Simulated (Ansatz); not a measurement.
# Silicon, beta-Sn type under BLYP: ground state and equation of state

The plan for silicon in the beta-Sn type structure: relax it, solve it on a dense k-mesh, then scale the cell to 7 volumes from 88 to 112 % of the relaxed one and try a fit of the equation of state. Spin polarisation is left out. The k-meshes are 13×13×9 for the relaxation; 21×21×15 for the dense run; 15×15×10 for the volumes.

Computed with Ansatz 0.2.0 (DFT BLYP, plane waves (420 eV) with PAW, scalar-relativistic; PAW files made under PBE, frozen cores solved again for the functional, unless a step says otherwise).

**1. Starting point**

It takes space group I4_1/amd (No. 141, tetragonal). Conventional cell: a = 4.870 Å, b = 4.870 Å, c = 2.659 Å, α = 90.00°, β = 90.00°, γ = 90.00°. Around Si (site symmetry -4m2) lie 6 Si at 2.52 to 2.66 Å.

Coordinates:

```cif
data_structure
_symmetry_space_group_name_H-M 'I4_1/amd:1'
_symmetry_Int_Tables_number 141
_cell_length_a 4.8700
_cell_length_b 4.8700
_cell_length_c 2.6590
_cell_angle_alpha 90.000
_cell_angle_beta 90.000
_cell_angle_gamma 90.000
_cell_volume 63.06
loop_
_atom_site_label
_atom_site_type_symbol
_atom_site_symmetry_multiplicity
_atom_site_Wyckoff_symbol
_atom_site_fract_x
_atom_site_fract_y
_atom_site_fract_z
_atom_site_occupancy
Si1 Si 4 a 0.00000 0.00000 0.00000 1
```

**2. Geometry optimisation**

File input.yaml:

```yaml
crystal:
  lattice:
    - [-2.4350158441, 2.4350158441, 1.3295186509]
    - [2.4350158441, -2.4350158441, 1.3295186509]
    - [2.4350158441, 2.4350158441, -1.3295186509]
  atoms:
    - { symbol: Si, position: [0.0, 0.0, 0.0] }
    - { symbol: Si, position: [0.75, 0.25, 0.5] }
hamiltonian:
  xc: blyp
  pseudopotentials:
    kind: paw
    azcp:
      Si: "pseudopotentials/Si.paw.azcp"
basis:
  ecutwfc: 420
  fft_grid_basis: typed
kpoints:
  mp_grid: { grid: [13, 13, 9], shift: [0, 0, 0] }
magnetization:
  spin_polarized: false
scf:
  occupations: { method: fermi_dirac, width: 0.1 }
relax:
  max_steps: 60
  f_tol: 0.01
  cell: {}
output:
  write_density: true
  write_potential: true
  elf: true
  volumetric_format: npy
```

The log of the run (excerpt; [...] marks lines left out):

```text
Warning: crystal.symmetry: narrowed to the stabiliser of the k-point mesh — unitary ops 16 → 4; excluded 12 operations that carry a point of the 13×13×9 mesh (shift [0, 0, 0]) off the mesh (the run samples exactly the mesh kpoints.mp_grid names, as under crystal.symmetry.detect: false, [...]
Warning: RAYON_NUM_THREADS=2 ignored (pool sized by the plan → 2); use --threads N
[...]
Pseudopotentials: kind: paw
Pseudopotential: Si, paw, valence charge 4, recommended cutoff 420 eV (normal), <dir>
Functional definition: BLYP
[...]
Crystal: 2 atoms, lattice volume = 31.532 Å³
Basis set: ecut = 420 eV, 617 PW (Γ), exchange–correlation on 50×50×50 points (8 copies of the dense FFT grid, shifted against one another)
Bands: 8, of which v1, the nominal top of the filled ones, is band 4 counted from 1 (3 counted from 0)
Symmetry: 4 space group operations
k-points: 413 of 1521
[...]
SCF iter   1: F=—  HF=-1277.744239 eV  |F-HF|=—  |Δ(HF+E_count)|=         —  Δρ=8.60e-3  dr2=2.82e-2  ethr=1.77e-3  ⟨swp⟩=5.2  Hψ=27063  notcnv=0
[...]
relax step   1: F+E_penalty+E_count = -1277.73472411 eV  Δ(F+E_penalty+E_count) = +0.000e0 eV  max|allowed force component| = 3.766e-3 eV/Å  Δτ_max = 0.0000 Å  P = +4.140 GPa  Ω = 31.532 Å³  (6 SCF iters, dr2 threshold 1.00e-7 eV, accepted)
[...]
relax step   7: F+E_penalty+E_count = -1277.76058152 eV  Δ(F+E_penalty+E_count) = -4.705e-6 eV  max|allowed force component| = 2.391e-4 eV/Å  Δτ_max = 0.0001 Å  P = -0.002 GPa  Ω = 33.166 Å³  energy of the carried Pulay correction = -4.083e-6 eV  (3 SCF iters, dr2 threshold 1.49e-8 eV, accepted)
[...]
relax step   8: F+E_penalty+E_count = -1277.76058607 eV  Δ(F+E_penalty+E_count) = -4.545e-6 eV  max|allowed force component| = 2.133e-4 eV/Å  Δτ_max = 0.0000 Å  P = -0.001 GPa  Ω = 33.166 Å³  stress off target by 1.24e-2 GPa  SCF on the basis re-selected at this cell (its energy is not [...]
SCF converged after 4 iterations
Free energy (F): -1277.760586 eV
[...]
E sigma→0 (E₀):  -1277.748889 eV
Entropy (-TS):   -0.023394 eV (-11.697 meV/atom)
Fermi energy:    9.048426 eV
[...]
--- Forces (eV/Å), atoms counted from 1 ---
  atom   1  Si    -0.00021330     0.00021330     0.00000000
  atom   2  Si     0.00021330    -0.00021330    -0.00000000
[...]
--- Stress (GPa, compression-positive) ---
       -0.005749       0.006650      -0.001583
        0.006650      -0.005749      -0.001583
       -0.001583      -0.001583       0.007089
  P = ⅓ Tr σ = -0.0015 GPa (-0.015 kbar)
--- Band table (eV; the first three rows and the last of 413) ---
  k-point 0: bands = ["-3.9077", "6.8571", "6.8915", "6.9371", "11.4415", "15.8044", "16.8289", "17.2880"]
[...]
--- Relaxed structure (6 steps of the walk, 6 accepted, 2 SCFs on fresh bases) ---
  F+E_penalty+E_count = -1277.76058607 eV   max|allowed force component| = 2.133e-4 eV/Å   (the final SCF, on the basis selected at the relaxed cell)
  cell:  # Å, volume = 33.1657 Å³
    - [-2.4413592567063533, 2.4423799385633043, 1.3880678606277421]
    - [2.4423799385633043, -2.4413592567063533, 1.3880678606277421]
    - [2.4457094988922865, 2.4457094988922865, -1.3861984799373863]
  atoms:
    - { symbol: Si, position: [3.448302530616675e-6, -3.448302530616675e-6, 0.0] }
    - { symbol: Si, position: [0.7499965516974694, 0.2500034483025307, 0.5] }
```

Wall time 21 s (2 threads of an Arm CPU, shared host); peak memory 0.42 GiB.

The steps of the relaxation:

| step | energy change (meV/atom) | largest force (eV/Å) | pressure (GPa) | volume (Å³/atom) |
| --- | --- | --- | --- | --- |
| 1 | 0.00 | 0.0038 | 4.14 | 15.766 |
| 2 | -10.61 | 0.0034 | 0.88 | 16.355 |
| 3 | -12.12 | 0.0001 | -0.06 | 16.561 |
| 4 | -12.54 | 0.0016 | 0.06 | 16.566 |
| 5 | -12.64 | 0.0007 | -0.01 | 16.575 |
| 6 | -12.93 | 0.0006 | 0.02 | 16.575 |
| 7 | -12.93 | 0.0002 | 0.00 | 16.583 |
| 8 | -12.93 | 0.0002 | 0.00 | 16.583 |

Steps that repeat a cell are solved on a basis chosen anew, so their changes of energy are no gain of the relaxation.

The cell of the run, before and after:

|  | before | after | change |
| --- | --- | --- | --- |
| a (Å) | 3.691 | 3.722 | +0.8 % |
| b (Å) | 3.691 | 3.722 | +0.8 % |
| c (Å) | 3.691 | 3.726 | +0.9 % |
| α (°) | 97.45 | 97.96 | +0.5 % |
| β (°) | 97.45 | 97.96 | +0.5 % |
| γ (°) | 137.78 | 136.20 | -1.1 % |
| volume (Å³/atom) | 15.766 | 16.583 | +5.2 % |
| shortest distance (Å) | 2.524 | 2.540 | +0.6 % |
| space group (spins left aside) | I4_1/amd | I4_1/amd | same |

**3. The energy on a finer k-mesh**

File input.yaml:

```yaml
crystal:
  lattice:
    - [-2.4413592567, 2.4423799386, 1.3880678606]
    - [2.4423799386, -2.4413592567, 1.3880678606]
    - [2.4457094989, 2.4457094989, -1.3861984799]
  atoms:
    - { symbol: Si, position: [3.4483e-06, 0.9999965517, 0.0] }
    - { symbol: Si, position: [0.7499965517, 0.2500034483, 0.5] }
hamiltonian:
  xc: blyp
  pseudopotentials:
    kind: paw
    azcp:
      Si: "pseudopotentials/Si.paw.azcp"
basis:
  ecutwfc: 420
  fft_grid_basis: typed
kpoints:
  mp_grid: { grid: [21, 21, 15], shift: [0, 0, 0] }
magnetization:
  spin_polarized: false
scf:
  occupations: { method: fermi_dirac, width: 0.1 }
output:
  write_density: true
  write_potential: true
  elf: true
  volumetric_format: npy
```

The log of the run (excerpt; [...] marks lines left out):

```text
Warning: RAYON_NUM_THREADS=2 ignored (pool sized by the plan → 2); use --threads N
[...]
[... 3 set-up lines as earlier in the session ...]
[...]
Crystal: 2 atoms, lattice volume = 33.166 Å³
Basis set: ecut = 420 eV, 641 PW (Γ), exchange–correlation on 50×50×50 points (8 copies of the dense FFT grid, shifted against one another)
Bands: 8, of which v1, the nominal top of the filled ones, is band 4 counted from 1 (3 counted from 0)
[... 1 set-up line as earlier in the session ...]
Space group: C2/c (ITA 15), of the structure as read, at distance tolerance 3.2e-5 Å
k-points: 1738 of 6615
[...]
SCF iter   1: F=—  HF=-1277.767907 eV  |F-HF|=—  |Δ(HF+E_count)|=         —  Δρ=8.22e-3  dr2=2.79e-2  ethr=1.77e-3  ⟨swp⟩=5.2  Hψ=113555  notcnv=0
[...]
SCF iter   6: F=-1277.758379 eV  HF=-1277.758379 eV  |F-HF|=8.03e-10  |Δ(HF+E_count)|=   1.99e-8  Δρ=1.55e-6  dr2=1.48e-9  ethr=2.39e-10  ⟨swp⟩=1.1  Hψ=43730  notcnv=0
[...]
SCF converged after 6 iterations
Free energy (F): -1277.758379 eV
[...]
E sigma→0 (E₀):  -1277.746466 eV
Entropy (-TS):   -0.023826 eV (-11.913 meV/atom)
Fermi energy:    9.037103 eV
[...]
--- Band table (eV; the first three rows and the last of 1738) ---
  k-point 0: bands = ["-3.9078", "6.8573", "6.8917", "6.9365", "11.4417", "15.8044", "16.8284", "17.2881"]
[...]
```

Run time: 14 s. Hardware: 2 threads of an Arm CPU, shared host; peak memory 0.72 GiB.

Axes a, b and c in the maps are those of this run's conventional cell (a, b, c = 4.888, 4.888, 2.776 Å).

Density in a lattice plane of the grid's cell (edges 4.89 and 2.78 Å, at 0.000 of the third edge), which holds Si.

Values in e/Å³, 6 rows by 12 columns:
```
0.25 0.37 0.44 0.40 0.46 0.29 0.11 0.29 0.46 0.40 0.44 0.37
0.35 0.33 0.28 0.29 0.39 0.26 0.11 0.26 0.39 0.29 0.28 0.33
0.27 0.23 0.17 0.16 0.25 0.35 0.38 0.35 0.25 0.17 0.17 0.23
0.35 0.30 0.20 0.14 0.17 0.25 0.30 0.25 0.17 0.14 0.20 0.30
0.25 0.32 0.32 0.22 0.21 0.26 0.30 0.26 0.21 0.22 0.32 0.32
0.04 0.23 0.44 0.36 0.36 0.40 0.38 0.40 0.36 0.36 0.44 0.23
```
Columns run along the first of these edges and rows up along the second, over one cell in 12 and 6 even steps from the bottom left corner. Atoms in the plane (fractional): Si at (0.00, 0.00), Si at (0.50, 0.75).

ELF in the same plane.

Ten even steps from ' ' (0.21) to '@' (0.88):
```
--::--##@@@@@@@@@@%%++--::--++%%@@@@@@@@@@##--::
::--++%%@@@@@@@@@@##--::--::--##@@@@@@@@@@%%++--
****##%%%%%%@@@@%%**::--++--::**%%@@@@%%%%%%##**
########****##%%##++::::--::::++##%%##****######
##****++==--==++**++--::::::--++**++==--==++****
****==--......--==++**********++==--......--==**
##**++--..    ..--++**######**++--..    ..--++**
####**++::..    ..--++**##**++--..    ..--++**##
**++++++==--......--++******++--......--==++++++
::::--++**++==--==++**######**++==--==++**++--::
--::::++##%%##****##############****##%%##++::::
**--::**@@@@@@%%%%%%##******##%%%%%%@@@@@@**::--
```
Columns run along the first of these edges and rows up along the second, over one cell in 24 and 12 even steps from the bottom left corner. Atoms in the plane (fractional): Si at (0.00, 0.00), Si at (0.50, 0.75).

Both are smooth fields of the valence electrons: close to the nuclei they are not physical.

The highest ELF values outside the cores: 0.88 on the Si–Si line, 1.1 Å from Si.

**4. Equation of state: 88 %**

File input.yaml:

```yaml
crystal:
  lattice:
    - [-2.3395154442, 2.3404935472, 1.3301631821]
    - [2.3404935472, -2.3395154442, 1.3301631821]
    - [2.3436842115, 2.3436842115, -1.3283717845]
  atoms:
    - { symbol: Si, position: [3.4483e-06, 0.9999965517, 0.0] }
    - { symbol: Si, position: [0.7499965517, 0.2500034483, 0.5] }
hamiltonian:
  xc: blyp
  pseudopotentials:
    kind: paw
    azcp:
      Si: "pseudopotentials/Si.paw.azcp"
basis:
  ecutwfc: 420
  fft_grid_basis: typed
kpoints:
  mp_grid: { grid: [15, 15, 10], shift: [0, 0, 0] }
magnetization:
  spin_polarized: false
scf:
  occupations: { method: fermi_dirac, width: 0.1 }
  lower_state_search: "off"
output:
  stress: true
```

The log of the run (excerpt; [...] marks lines left out):

```text
Warning: RAYON_NUM_THREADS=2 ignored (pool sized by the plan → 2); use --threads N
[...]
[... 3 set-up lines as earlier in the session ...]
[...]
Crystal: 2 atoms, lattice volume = 29.186 Å³
Basis set: ecut = 420 eV, 557 PW (Γ), exchange–correlation on 48×48×48 points (8 copies of the dense FFT grid, shifted against one another)
Bands: 8, of which v1, the nominal top of the filled ones, is band 4 counted from 1 (3 counted from 0)
[... 1 set-up line as earlier in the session ...]
Space group: C2/c (ITA 15), of the structure as read, at distance tolerance 3.1e-5 Å
k-points: 608 of 2250
[...]
SCF iter   1: F=—  HF=-1277.618666 eV  |F-HF|=—  |Δ(HF+E_count)|=         —  Δρ=9.25e-3  dr2=2.88e-2  ethr=1.77e-3  ⟨swp⟩=5.1  Hψ=39547  notcnv=0
[...]
SCF iter   6: F=-1277.609117 eV  HF=-1277.609117 eV  |F-HF|=2.56e-9  |Δ(HF+E_count)|=   1.88e-8  Δρ=2.74e-6  dr2=4.12e-9  ethr=1.61e-10  ⟨swp⟩=2.0  Hψ=16974  notcnv=0
[...]
SCF converged after 6 iterations
Free energy (F): -1277.609117 eV
[...]
E sigma→0 (E₀):  -1277.598713 eV
Entropy (-TS):   -0.020808 eV (-10.404 meV/atom)
Fermi energy:    10.705460 eV
[...]
--- Stress (GPa, compression-positive) ---
       14.303746      -0.181165       0.062660
       -0.181165      14.303746       0.062660
        0.062660       0.062660      12.340664
  P = ⅓ Tr σ = 13.6494 GPa (136.494 kbar)
```

Run time: 3.8 s. Hardware: 2 threads of an Arm CPU, shared host; peak memory 0.42 GiB.

(Part 1 of 2 ends here.)
